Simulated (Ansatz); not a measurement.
# CdSe: the cell at several levels of theory

One table from this session's results is given with a row withheld; the runs are named, their logs left out.

Program: Ansatz 0.2.0. PAW datasets, plane waves, zero pressure. The structure was generated, not taken from experiment, and needn't be the ground state; spin polarisation is off.

### The cell

This is the cell as the run starts from it, not yet at rest; its lengths are not the crystal's.

It is hexagonal, P6_3mc (No. 186); conventional cell a = 4.185 Å, c = 13.667 Å, 25.91 Å³ an atom. Near Cd stand 4 Se at 2.56 Å; near Se stand 4 Cd at 2.56 Å.

Coordinates:

Space group P6_3mc (No. 186). a = 4.185 Å, b = 4.185 Å, c = 13.667 Å, α = 90.00°, β = 90.00°, γ = 120.00°
```csv
atom,site,symmetry,x,y,z
Cd,2a,3m.,0.0000,0.0000,0.0000
Cd,2b,3m.,0.3333,0.6667,0.2500
Se,2a,3m.,0.0000,0.0000,0.1875
Se,2b,3m.,0.3333,0.6667,0.4375
```

The first run:

The input, input.yaml:

```yaml
crystal:
  lattice:
    - [4.1847082766, 0.0, 0.0]
    - [-2.0923541383, 3.6240636749, 0.0]
    - [0.0, 0.0, 13.6672572313]
  atoms:
    - { symbol: Cd, position: [0.0, 0.0, 0.0] }
    - { symbol: Cd, position: [0.3333333333, 0.6666666667, 0.25] }
    - { symbol: Cd, position: [0.0, 0.0, 0.5] }
    - { symbol: Cd, position: [0.6666666667, 0.3333333333, 0.75] }
    - { symbol: Se, position: [0.0, 0.0, 0.1875] }
    - { symbol: Se, position: [0.3333333333, 0.6666666667, 0.4375] }
    - { symbol: Se, position: [0.0, 0.0, 0.6875] }
    - { symbol: Se, position: [0.6666666667, 0.3333333333, 0.9375] }
kpoints:
  mp_grid: { grid: [6, 6, 2] }
hamiltonian:
  xc: pbe
scf:
  occupations: { method: fermi_dirac, width: 0.02 }
relax:
  f_tol: 0.005
  cell: {}
```

On the command line:

```console
$ ansatz run input.yaml --threads 4 --pin off --max-ram 7372MiB --backend cpu --events-out ev --progress --plain --runs-dir out
```

Steps of the session up to this table: Relaxation with PBE; Relaxation with r2SCAN; Relaxing with PBEsol; Relaxing with LDA.

One of the session's tables, all rows but one given; the rest of the session is left out.

```
 level  a (Å)   c (Å)  volume (Å³/atom)
   PBE  4.383  14.305            29.745
r2SCAN  4.339  14.159            28.860
PBEsol  4.302  14.040            28.129
   LDA      ?       ?                 ?
```

**Question.** Estimate the row for LDA.

The run gave: a (Å): 4.249; c (Å): 13.873; volume (Å³/atom): 27.118. In the column «a (Å)» it is the lowest.

The first relaxation changed the volume by +14.8 % from the start. The volume runs from LDA (least) to PBE (most), a spread of 9.7 %, or 3.1 % in length if all axes shared it alike.
